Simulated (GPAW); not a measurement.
Ge:

```
CELL_PARAMETERS angstrom
0.00000 2.82891 2.82891
2.82891 0.00000 2.82891
2.82891 2.82891 0.00000
ATOMIC_POSITIONS crystal
Ge 0.75000 0.75000 0.75000
Ge 0.50000 0.50000 0.50000
```

| Item | Value |
| --- | --- |
| Program | GPAW 26.7.0 |
| Task | relaxation of cell and atoms |
| Functional | RPBE |
| Potentials or basis | the program's PAW data sets (release 1.2.1) made for this functional |
| Cutoff | 600 eV |
| Basis | pw |
| k mesh | 8 × 8 × 8 |
| Occupations | fermi-dirac, width 0.05 eV |
| Spin | no spin polarisation |

At the start: pressure 5.7 GPa; volume 22.64 Å³/atom.

Task: Where does the relaxation end?

Result: Over 13 steps the energy falls by 33.4 meV/atom and the volume is 24.66 Å³/atom (+8.9 %); space group Fd-3m (No. 227, to 0.05 Å).

Step by step:
```csv
step,energy change (eV),largest force (eV/Å),pressure (GPa),volume (Å³)
1,0.0000,0.0000,5.70,45.28
2,-0.0180,0.0000,4.77,45.83
3,-0.0437,0.0000,3.17,46.86
4,-0.0628,0.0000,1.25,48.25
5,-0.0660,0.0000,-0.57,49.83
6,-0.0660,0.0000,-0.55,49.81
7,-0.0661,0.0000,-0.52,49.78
8,-0.0663,0.0000,-0.47,49.73
9,-0.0664,0.0000,-0.40,49.67
10,-0.0666,0.0000,-0.33,49.60
11,-0.0667,0.0000,-0.24,49.51
12,-0.0668,0.0000,-0.14,49.43
13,-0.0669,0.0000,-0.03,49.32
```

Final structure:
```
Ge
1.0
     0.00000    2.91078    2.91078
     2.91078    0.00000    2.91078
     2.91078    2.91078    0.00000
Ge
2
Direct
  0.75000 0.75000 0.75000
  0.50000 0.50000 0.50000
```

The cell as given is a measured one (22.64 Å³/atom); RPBE puts the equilibrium volume +8.9 % from it, thermal expansion not counted.

Caveat: later steps reuse the first step's grids.
